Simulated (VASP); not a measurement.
A run of VASP 6.6.1 is set up as follows.

File INCAR:

```
SYSTEM = TiC
  PREC = Accurate
  ENCUT = 600
  EDIFF = 1E-6
  ISMEAR = -1
  SIGMA = 0.05
  LREAL = .False.
  LASPH = .True.
  NELM = 60
  ALGO = Normal
  ISIF = 3
  LWAVE = .False.
  LCHARG = .False.
  GGA = B5
  ALDAX = 1.0
  AGGAX = 1.0
  AGGAC = 1.0
  ALDAC = 0.0
  IBRION = 2
  NSW = 60
  EDIFFG = -0.01
```

File KPOINTS:

```
regular mesh
0
Gamma
  10 10 10
  0 0 0
```

File POSCAR:

```
TiC
1.0
    3.0420900000      0.0000000000      0.0000000000
   -1.5210400000      2.6345200000      0.0000000000
    0.0000000000      0.0000000000      2.6979700000
Ti C
1 1
Direct
    0.0000000000      0.0000000000      0.5000000000
    0.3333300000      0.6666700000      0.0000000000
```

Potentials or basis: VASP PAW PBE potentials, release 64 (Ti_sv, C).

The run is started by

```console
$ cat potpaw_PBE.64/Ti_sv/POTCAR potpaw_PBE.64/C/POTCAR > POTCAR
$ mpirun -np 1 vasp_std > vasp.out
```

**Question.** Predict the relaxed volume.

**Answer.** 11.19 Å³/atom.

**Question.** What does it give for the relaxed cell?

**Answer.** a = 3.086 Å, b = 3.086 Å, c = 2.715 Å, α = 90.00°, β = 90.00°, γ = 120.00°.

The path:
| step | energy change (eV) | largest force (eV/Å) | pressure (GPa) | volume (Å³) |
| --- | --- | --- | --- | --- |
| 1 | 0.0000 | 0.0001 | 7.30 | 21.62 |
| 2 | 0.0015 | 0.0000 | -6.76 | 23.20 |
| 3 | -0.0166 | 0.0001 | -0.08 | 22.38 |
| 4 | -0.0166 | 0.0001 | 0.04 | 22.36 |
| 5 | -0.0170 | 0.0000 | 0.11 | 22.38 |
| 6 | -0.0171 | 0.0000 | 0.14 | 22.39 |
| 7 | -0.0171 | 0.0000 | 0.10 | 22.39 |
| 8 | -0.0171 | 0.0000 | 0.03 | 22.39 |

Caveat: the PAW data sets were made with another functional, which shifts forces and pressure a little.
